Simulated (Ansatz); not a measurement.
# Stress against strain in MgI$_{2}$

```yaml
crystal:
  lattice:
    - [4.15370, 0.00000, 0.00000]
    - [-2.07685, 3.59721, 0.00000]
    - [0.00000, 0.00000, 6.86200]
  atoms:
    - { symbol: Mg, position: [0.00000, 0.00000, 0.00000] }
    - { symbol: I, position: [0.33333, 0.66667, 0.75763] }
    - { symbol: I, position: [0.66667, 0.33333, 0.24237] }
```

Atoms are numbered in the order listed.

Structure: COD 2013551, as refined from experiment and not relaxed.

Spin–orbit coupling is left out, though it moves levels of the heavy atoms by tenths of an eV or more.

These are results of DFT, PBEsol, all-electron LAPW, scalar-relativistic in Ansatz 0.2.0, not measurements.

Settings: a Γ-centred 7×7×4 k mesh, Fermi–Dirac smearing of 0.03 eV, basis error target 1 meV/atom, no spin polarisation.

The strain is applied along the Cartesian axes of the cell as listed (the other components stay zero). Fractional coordinates are held (clamped ions).

σ is the change of stress from the unstrained cell, which is at -0.19 GPa; tension is positive, so slopes are stress–strain coefficients at that pressure.

Only quantities that a quadratic follows smoothly over the whole series are listed; rougher ones are left out.

| εzz | σzz (GPa) | σxx (GPa) |
| --- | --- | --- |
| -0.0200 | -0.98 | -0.43 |
| -0.0100 | -0.48 | -0.20 |
| 0.0000 | 0.00 | 0.00 |
| 0.0200 | 0.90 | 0.36 |

Task: Fit the series and read off the stiffness at zero strain.

Result: Least-squares fits y = p0 + p1 x + p2 x² to the rows give σzz (GPa): p1 = 47, p2 = -100; σxx (GPa): p1 = 19.7, p2 = -93. So C33 = 47 GPa and C13 = 20 GPa, for these axes.

Task: One run, at εzz = 0.0100, is withheld. Predict its row.

Result: The fits give 0.46, 0.19; the run gave 0.46, 0.19.
